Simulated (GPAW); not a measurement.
ZrC:

```
Zr C
1.0
     0.00000    2.54552    2.54552
     2.54552    0.00000    2.54552
     2.54552    2.54552    0.00000
Zr C
1 1
Direct
  0.50000 0.50000 0.50000
  0.75000 0.75000 0.75000
```

The cell was built by a generator and needn't be a form met in nature.

- Program: GPAW 26.7.0
- Task: relaxation of cell and atoms
- Functional: LDA
- Potentials or basis: the program's PAW data sets (release 1.2.1) made for this functional
- Cutoff: 800 eV
- Basis: pw
- k mesh: 8 × 8 × 8
- Occupations: fermi-dirac, width 0.05 eV
- Spin: no spin polarisation

At the start: pressure -8.1 GPa; volume 16.49 Å³/atom.

Question: Where does the relaxation end?

Answer: Over 4 steps the energy falls by 22.9 meV/atom and the volume is 15.60 Å³/atom (-5.4 %); space group F-43m (No. 216, to 0.05 Å).

The path:
```tsv
step	energy change (eV)	largest force (eV/Å)	pressure (GPa)	volume (Å³)
1	0.0000	0.0000	-8.13	32.99
2	-0.0248	0.0000	-5.71	32.40
3	-0.0457	0.0000	0.30	31.13
4	-0.0458	0.0000	-0.01	31.19
```

Final structure:
```
Zr C
1.0
     0.00000    2.49850    2.49850
     2.49850    0.00000    2.49850
     2.49850    2.49850    0.00000
Zr C
1 1
Direct
  0.50000 0.50000 0.50000
  0.75000 0.75000 0.75000
```

Caveat: later steps reuse the first step's grids.
